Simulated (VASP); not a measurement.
A run of VASP 6.6.1 is set up as follows.

The input INCAR:

```
PREC = Accurate
ENCUT = 600
EDIFF = 1E-7
ISMEAR = 1
SIGMA = 0.1
LREAL = False
LASPH = True
NELM = 80
ALGO = Normal
ISIF = 2
LWAVE = False
LCHARG = False
GGA = PE
IVDW = 12
IBRION = 2
NSW = 40
EDIFFG = -0.01
```

File KPOINTS:

```
Automatic mesh
0
Gamma
  16 16 16
```

The input POSCAR:

```
Ta                                      
1.0
   -1.6438463425      1.6438463425      1.6438463425
    1.6438463425     -1.6438463425      1.6438463425
    1.6438463425      1.6438463425     -1.6438463425
  Ta            
     1
Direct
     0.0000000000000000    0.0000000000000000    0.0000000000000000
```

Potentials or basis: VASP PAW PBE potentials, release 64 (Ta_pv).

The run is started by

```sh
$ cat potpaw_PBE.64/Ta_pv/POTCAR > POTCAR
$ mpirun -np 1 vasp_std > vasp.out
```

**Question.** Predict the band gap on the k mesh.

**Answer.** None (metal or under the smearing width).

**Question.** Predict the dispersion energy per atom.

**Answer.** -0.672 eV.

Final structure:
```
Ta
1.0
    -1.64385    1.64385    1.64385
     1.64385   -1.64385    1.64385
     1.64385    1.64385   -1.64385
Ta
1
Cartesian
  0.0000 0.0000 0.0000
```

Caveat: the relaxation stopped at its first step, so nothing moved. The run has no spin-orbit coupling, so splittings on Ta are missing.
